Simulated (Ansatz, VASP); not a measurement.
F in VASP and in Ansatz

```
CELL_PARAMETERS angstrom
-1.26073 1.26073 1.26073
1.26073 -1.26073 1.26073
1.26073 1.26073 -1.26073
ATOMIC_POSITIONS crystal
F 0.00000 0.00000 0.00000
```

Alike in both runs: functional PBE; k mesh 20 × 20 × 20; occupations fermi-dirac, width 0.08 eV; no spin polarisation.

Ansatz relaxed the structure, and its values are those at the end. VASP's run is a single point on that final structure, the one shown.

|  | VASP | Ansatz |
| --- | --- | --- |
| version | VASP 6.6.1 | Ansatz 0.2.0 |
| potentials or method | VASP PAW PBE potentials, release 64 (F), cutoff 520 eV | all-electron LAPW, scalar-relativistic |

|  | VASP | Ansatz | Ansatz less VASP |
| --- | --- | --- | --- |
| pressure (GPa) | 22.0 | 23.0 | +0.93 |

Ansatz ran all-electron here, so the differences hold the error of VASP's frozen core and of both bases.

Caveats: so large a pressure means that the cell lies far from this level's equilibrium, or that cutoff or potentials fall short (VASP); an odd number of electrons without spin polarisation forces a metal; a magnetic or distorted state may lie lower.
